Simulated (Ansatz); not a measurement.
Ca, DFT, PBE, all-electron LAPW, scalar-relativistic (Ansatz 0.2.0), run on 1 thread of Intel(R) Xeon(R) 6975P-C (Granite Rapids) on a shared host.

The structure is an experimental refinement, used without relaxation. It was measured hot, at 723 K.

Command: `ansatz run input.yaml --threads 1 --pin off --max-ram 2048MiB --backend cpu --events-out ev --progress --plain --runs-dir out`

```yaml
crystal:
  lattice:
    - [3.9799995206, 0.0, 0.0]
    - [-1.9899997603, 3.4467806919, 0.0]
    - [0.0, 0.0, 6.52]
  atoms:
    - { symbol: Ca, position: [0.3333333333, 0.6666666667, 0.25] }
    - { symbol: Ca, position: [0.6666666667, 0.3333333333, 0.75] }
kpoints:
  mp_grid: { grid: [11, 11, 6] }
scf:
  occupations: { method: fermi_dirac, width: 0.08 }
hamiltonian:
  xc: pbe
  pseudopotentials:
    kind: all_electron
    lapw: { basis_error: 0.0005, muffin_tin_radii: { Ca: 1.672 } }
output:
  forces: true
  stress: true
  eigenvalues: true
```

(1) How large is the problem that the program sets up?

(2) Estimate the wall time and the peak memory.

## Answers

(1) 64 irreducible k-points, 313 plane waves at Γ, 14 bands.

(2) 3.9 s of wall time for 7 SCF iterations, with a peak of 0.3 GiB. Times on shared machines scatter by tens of per cent.
